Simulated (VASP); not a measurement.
Wanted: the native input for a VASP 6.6.1 run.

```yaml
Task: single point
Functional: PBE
Potentials_or_basis: VASP PAW PBE potentials, release 64 (Al)
Cutoff: 520 eV
k_mesh: 4 × 4 × 4
Occupations: gaussian, width 0.1 eV
Spin: no spin polarisation
Further_INCAR_settings: ALGO = Normal; EDIFF = 1e-07; NBANDS = 8
```

The structure of Al lies in POSCAR:

```
Al                                      
1.0
    0.0000000000      1.9853198438      1.9853198438
    1.9853198438      0.0000000000      1.9853198438
    1.9853198438      1.9853198438      0.0000000000
  Al            
     1
Direct
     0.0000000000000000    0.0000000000000000    0.0000000000000000
```

The cell isn't the ideal one: a relaxed cell with its volume scaled by 0.94.

One way to write it, as run:

INCAR

```
PREC     = Accurate       # precision mode
ENCUT    = 520            # plane-wave cutoff, eV
EDIFF    = 1E-7           # SCF threshold, eV
ISMEAR   = 0              # smearing method
SIGMA    = 0.1            # smearing width, eV
LREAL    = False          # projectors in reciprocal space
LASPH    = True           # aspherical terms in the spheres
NELM     = 100            # most SCF steps
ALGO     = Normal         # electronic algorithm
ISIF     = 2              # what is computed and relaxed
LWAVE    = False          # write WAVECAR
LCHARG   = False          # write CHGCAR
GGA      = PE             # functional
NBANDS   = 8              # bands
```

KPOINTS

```
regular mesh
0
Gamma
  4 4 4
```

Potentials or basis: VASP PAW PBE potentials, release 64 (Al).

Run with:

```sh
$ cat potpaw_PBE.64/Al/POTCAR > POTCAR
$ mpirun -np 1 vasp_std > vasp.out
```

Results of the run:

```json
{"Pressure": "5.9 GPa", "Band gap on the k mesh": "none (metal or under the smearing width)"}
```

Caveat: the k mesh is coarse (spacing up to 0.69 Å⁻¹), so the values aren't converged.

Wall time 1.5 s on 1 thread of Intel(R) Xeon(R) 6975P-C (Granite Rapids), on a shared host, peak memory 0.12 GiB.
